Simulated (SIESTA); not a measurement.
Crystal: SnO.

```xyz
4
Lattice="3.8137 0.0000 0.0000 0.0000 3.8137 0.0000 0.0000 0.0000 4.8869" Properties=species:S:1:pos:R:3 pbc="T T T"
Sn    1.9068    0.0000    3.7367
Sn    0.0000    1.9068    1.1503
O     0.0000    0.0000    0.0000
O     1.9068    1.9068    0.0000
```

The cell is a database's computed one.

Base run:

- Program: SIESTA 5.4.2
- Functional: PBE
- Potentials or basis: PseudoDojo 0.4 standard (PBE files)
- Basis: DZDP (energy shift 0.003 Ry; two zetas on semicore shells)
- Grid cutoff: 800 Ry
- Energy shift: 0.003 Ry
- k mesh: 7 × 7 × 6
- Occupations: fermi-dirac, width 0.05 eV
- Spin: no spin polarisation

Its results: band gap on the k mesh 0.36 eV, indirect (least direct gap 1.98 eV); pressure 6.3 GPa; largest force 0.902 eV/Å.

Problem. The run is repeated on the same cell with these changes: basis from DZDP (energy shift 0.003 Ry; two zetas on semicore shells) to DZ (energy shift 0.003 Ry; two zetas on semicore shells). What comes out?

Solution. Band gap on the k mesh 0.44 eV, indirect (least direct gap 1.89 eV); pressure 6.6 GPa; largest force 0.959 eV/Å.

Caveats: spin-orbit coupling is left out, which moves the levels of the heavy elements; an odd mesh through Γ misses points on the zone boundary, where band edges often lie; the basis of atomic orbitals isn't converged, which shifts pressures, moduli and gaps; the basis has no polarisation orbitals (some runs).
